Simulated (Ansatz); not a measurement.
What a change of settings does to a run on Hf

The structure comes from a relaxation in the same program, started in the diamond type. Whether it is a known phase or the ground state wasn't checked. The listed cell was then made from it by scaling, straining or moving an atom.

First run: DFT, PBE, all-electron LAPW, scalar-relativistic (Ansatz 0.2.0).

Command: `ansatz run input.yaml --threads 1 --pin off --max-ram 2048MiB --backend cpu --events-out ev --progress --plain --runs-dir out` The run took 75 s on 1 thread of Intel(R) Xeon(R) 6975P-C (Granite Rapids) (shared host).

```yaml
crystal:
  lattice:
    - [0.0, 3.2700369591, 3.2700369591]
    - [3.2700369591, 0.0, 3.2700369591]
    - [3.2700369591, 3.2700369591, 0.0]
  atoms:
    - { symbol: Hf, position: [0.0, 0.0, 0.0] }
    - { symbol: Hf, position: [0.2545871041, 0.2545871041, 0.2454128959] }
kpoints:
  mp_grid: { grid: [10, 10, 10] }
scf:
  occupations: { method: fermi_dirac, width: 0.03 }
hamiltonian:
  xc: pbe
  pseudopotentials: { kind: all_electron, lapw: { basis_error: 0.0005 } }
output:
  forces: true
  stress: true
  eigenvalues: true
```

Result: converged; pressure -0.01 GPa; largest force 0.071 eV/Å; no gap on the k mesh; 10 SCF iterations.

No spin–orbit coupling, which matters for the heavy atoms here.

The input is then changed:

```diff
@@ -8,9 +8,10 @@
     - { symbol: Hf, position: [0.2545871041, 0.2545871041, 0.2454128959] }
 kpoints:
-  mp_grid: { grid: [10, 10, 10] }
+  mp_grid: { grid: [10, 10, 10], shift: [0.5, 0.5, 0.5] }
 scf:
   occupations: { method: fermi_dirac, width: 0.03 }
+  n_extra_bands: 1
 hamiltonian:
-  xc: pbe
+  xc: rpbe
   pseudopotentials: { kind: all_electron, lapw: { basis_error: 0.0005 } }
 output:
```

Predict the outcome of the changed run.

It converged; pressure 1.53 GPa; largest force 0.070 eV/Å; no gap on the k mesh; 11 SCF iterations.
